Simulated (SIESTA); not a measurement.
The system is GaP.

```
Ga P
1.0
     0.00000    2.72525    2.72525
     2.72525    0.00000    2.72525
     2.72525    2.72525    0.00000
Ga P
1 1
Direct
  0.00000 0.00000 0.00000
  0.75000 0.75000 0.75000
```

Base run:

```yaml
Program: SIESTA 5.4.2
Functional: BLYP
Potentials_or_basis: PseudoDojo 0.4 standard (PBE files)
Basis: DZP (energy shift 0.003 Ry; two zetas on semicore shells)
Grid_cutoff: 800 Ry
Energy_shift: 0.003 Ry
k_mesh: 8 × 8 × 8
Occupations: fermi-dirac, width 0.05 eV
Spin: no spin polarisation
```

Its results: band gap on the k mesh 1.67 eV, indirect (least direct gap 1.95 eV); pressure 6.8 GPa.

Question: The run is repeated on the same cell with these changes: functional from BLYP to vdW-DF-cx. What comes out?

Answer: Band gap on the k mesh 1.58 eV, indirect (least direct gap 1.96 eV); pressure 1.5 GPa.

Caveats: the potentials were made for another functional, which shifts forces and pressure; the basis of atomic orbitals isn't converged, which shifts pressures, moduli and gaps.
